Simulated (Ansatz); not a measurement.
# C₅H₁₂: a ladder of functionals and wavefunction methods

Aim: compute C₅H₁₂ with functionals from several rungs and with coupled cluster. The yardstick is the atomisation energy at the CCSD(T) limit.

Computed with Ansatz 0.2.0, Gaussian basis. Level: functionals in def2-TZVPP, the program's frozen cores in correlated methods.

Plan: LDA (SPW92), PBE-D4, revPBE-D4, BLYP-D4, r2SCAN-D4, B97M-V, PBE0-D4, B3LYP-D4, r2SCANh-D4, r2SCAN0-D4, HSE06-D4, BHLYP-D4, CAM-B3LYP-D4, LC-ωPBE, ωB97X-V, ωB97M-V, B2PLYP, PBE-QIDH; CCSD(T)/def2-SVP; CCSD(T)/def2-TZVPP; MP2/def2-QZVPP; extrapolation to the limit; RPA on PBE.

## 1. Structure used throughout

All runs share one geometry, relaxed beforehand with PBE0-D4 in a triple-zeta def2 set.

SMILES `CCC(C)C`, 17 atoms, charge 0, spin multiplicity 1.

Atoms are counted from 1 here; the program's logs count them from 0.

Bond lengths: C1–C2 1.519 Å, C1–H6 1.092 Å, C1–H7 1.092 Å, C1–H8 1.094 Å, C2–C3 1.527 Å, C2–H9 1.098 Å, C2–H10 1.096 Å, C3–C4 1.522 Å, C3–C5 1.522 Å, C3–H11 1.099 Å, C4–H12 1.093 Å, C4–H13 1.095 Å, C4–H14 1.093 Å, C5–H15 1.092 Å, C5–H16 1.095 Å, C5–H17 1.093 Å. Angles: C2–C1–H6 112.0°, C2–C1–H7 111.1°, C2–C1–H8 111.0°, H6–C1–H7 107.3°, H6–C1–H8 107.6°, H7–C1–H8 107.6°, C1–C2–C3 114.7°, C1–C2–H9 109.7°, C1–C2–H10 109.1°, C3–C2–H9 108.6°, C3–C2–H10 108.4°, H9–C2–H10 105.9°, C2–C3–C4 110.4°, C2–C3–C5 112.3°, C2–C3–H11 107.5°, C4–C3–C5 110.5°, C4–C3–H11 108.0°, C5–C3–H11 108.0° and more.

As a file:

```xyz
17

C    -0.0790    1.4838   -1.4494
C     0.6755    0.4010   -0.6968
C    -0.2061   -0.5459    0.1142
C     0.6265   -1.6785    0.6968
C    -0.9673    0.1772    1.2163
H    -0.5917    2.1708   -0.7724
H     0.5984    2.0795   -2.0656
H    -0.8326    1.0485   -2.1126
H     1.4087    0.8617   -0.0222
H     1.2559   -0.1936   -1.4113
H    -0.9415   -0.9844   -0.5747
H     0.0047   -2.3878    1.2490
H     1.3783   -1.2875    1.3903
H     1.1529   -2.2305   -0.0863
H    -1.6310    0.9487    0.8209
H    -0.2715    0.6583    1.9120
H    -1.5801   -0.5213    1.7918
```

## 2. LDA

This LDA is Slater exchange with PW92 correlation.

Contents of in.yaml:

```yaml
crystal:
  periodic: [false, false, false]
  atoms:
    - {symbol: C, position_ang: [-0.079025, 1.483842, -1.449410]}
    - {symbol: C, position_ang: [0.675537, 0.401039, -0.696813]}
    - {symbol: C, position_ang: [-0.206114, -0.545912, 0.114168]}
    - {symbol: C, position_ang: [0.626514, -1.678463, 0.696812]}
    - {symbol: C, position_ang: [-0.967333, 0.177234, 1.216303]}
    - {symbol: H, position_ang: [-0.591683, 2.170753, -0.772443]}
    - {symbol: H, position_ang: [0.598361, 2.079546, -2.065575]}
    - {symbol: H, position_ang: [-0.832557, 1.048534, -2.112572]}
    - {symbol: H, position_ang: [1.408659, 0.861666, -0.022161]}
    - {symbol: H, position_ang: [1.255917, -0.193633, -1.411319]}
    - {symbol: H, position_ang: [-0.941474, -0.984397, -0.574737]}
    - {symbol: H, position_ang: [0.004682, -2.387792, 1.249013]}
    - {symbol: H, position_ang: [1.378275, -1.287545, 1.390301]}
    - {symbol: H, position_ang: [1.152905, -2.230497, -0.086289]}
    - {symbol: H, position_ang: [-1.631012, 0.948667, 0.820886]}
    - {symbol: H, position_ang: [-0.271540, 0.658257, 1.912026]}
    - {symbol: H, position_ang: [-1.580116, -0.521301, 1.791801]}
basis:
  gaussian: {orbitals: def2-TZVPP}
hamiltonian: {xc: lda}
output: {orbitals: {seedname: orbitals}}
```

Launch:

```bash
$ ansatz run in.yaml --threads 2 --pin off --events-out ev --progress --plain --max-ram 32768MiB --backend cuda --devices 0, --max-vram 18GiB
```

After this run come: PBE-D4 (GGA); revPBE-D4 (GGA); BLYP-D4 (GGA); r2SCAN-D4 (meta-GGA); B97M-V (meta-GGA); B3LYP-D4 (hybrid); r2SCANh-D4 (hybrid); r2SCAN0-D4 (hybrid); HSE06-D4 (hybrid); BHLYP-D4 (hybrid); CAM-B3LYP-D4 (range-separated); LC-ωPBE (range-separated); ωB97X-V (range-separated); ωB97M-V (range-separated); B2PLYP (double hybrid); PBE-QIDH (double hybrid); CCSD(T) in def2-SVP; CCSD(T) in def2-TZVPP; MP2 in def2-QZVPP; RPA on PBE orbitals.

**Question.** What will the summary of the whole plan be? Wanted: atomisation energy, CCSD(T)/CBS; farthest beyond LDA; mean size of error, GGA; mean size of error, meta-GGA; mean size of error, hybrid; mean size of error, range-separated; mean size of error, double hybrid; gap, smallest and largest; T1 diagnostic.

**Answer**, as computed:

| quantity | value |
| --- | --- |
| atomisation energy, CCSD(T)/CBS | 6680.7 kJ/mol |
| functionals within 33.4 kJ/mol (0.5 %) | revPBE-D4, r2SCAN-D4, B97M-V, B3LYP-D4, r2SCANh-D4, CAM-B3LYP-D4, LC-ωPBE, ωB97X-V, ωB97M-V, PBE-QIDH |
| farthest beyond LDA | BHLYP-D4 (-119.7 kJ/mol) |
| mean size of error, GGA | 56.4 kJ/mol |
| mean size of error, meta-GGA | 9.7 kJ/mol |
| mean size of error, hybrid | 41.7 kJ/mol |
| mean size of error, range-separated | 15.8 kJ/mol |
| mean size of error, double hybrid | 32.4 kJ/mol |
| gap, smallest and largest | 7.72 eV (LDA (SPW92)), 14.82 eV (LC-ωPBE) |
| T1 diagnostic | 0.0083 |
| triples share of the correlation energy | 3.7 % |

**Reading.** The LDA atomisation energy is off by 841.0 kJ/mol (13 %): it overbinds. PBE-D4 misses by +95.7 kJ/mol. Double hybrids carry the basis error of their MP2 part in triple zeta, and no dispersion term here, so their miss is partly the set-up's. The rungs meta-GGA, range-separated, double hybrid miss on average by less than the doubt on the reference (33.4 kJ/mol), so they tie. Misses under about 33.4 kJ/mol are within the doubt on the reference itself, which lacks core-valence correlation, relativity and higher excitations. Hartree-Fock recovers 76 % of the binding; the rest is correlation. CCSD(T) in def2-SVP is off by -229.5 kJ/mol, so the small basis spoils what the method gains. Orbital gaps span 7.7 to 14.8 eV; exact exchange widens them.
